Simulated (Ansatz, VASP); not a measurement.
## SiC: VASP beside Ansatz

```xyz
4
Lattice="1.5587 -2.6037 0.0000 1.5587 2.6037 0.0000 0.0000 0.0000 5.0941" Properties=species:S:1:pos:R:3 pbc="T T T"
Si    1.5587    0.6746    0.0289
Si    1.5587   -0.6746    2.5759
C     1.5587    0.6744    1.9324
C     1.5587   -0.6744    4.4794
```

Alike in both runs: task single point; functional PBE; k mesh 6 × 6 × 4; occupations gaussian, width 0.1 eV; no spin polarisation.

```csv
,VASP,Ansatz
version,VASP 6.6.1,Ansatz 0.2.0
potentials or method,"VASP PAW PBE potentials, release 64 (Si, C)","scalar-relativistic, plane waves, PAW"
plane-wave cutoff (eV),520,420
valence electrons in the cell,16,16
```

Ansatz gave:

- gap on the k mesh at the Fermi level (eV): 1.98
- least direct gap on the mesh (eV): 3.68
- rms of the force components (eV/Å): 9.051

Q: Estimate VASP's values.

A: gap on the k mesh at the Fermi level (eV): 1.97; least direct gap on the mesh (eV): 3.67; rms of the force components (eV/Å): 9.009.

Atom by atom the forces differ by 0.042 eV/Å (rms over components). With one functional, cell and mesh, what is left measures potentials, basis and numerics.

Caveats: forces of over 1 eV/Å show positions far from the minimum, so gaps and moduli don't describe the material at rest. A hybrid or GW would open this gap; PBE tends to underestimate it. A k mesh can miss the band edges.
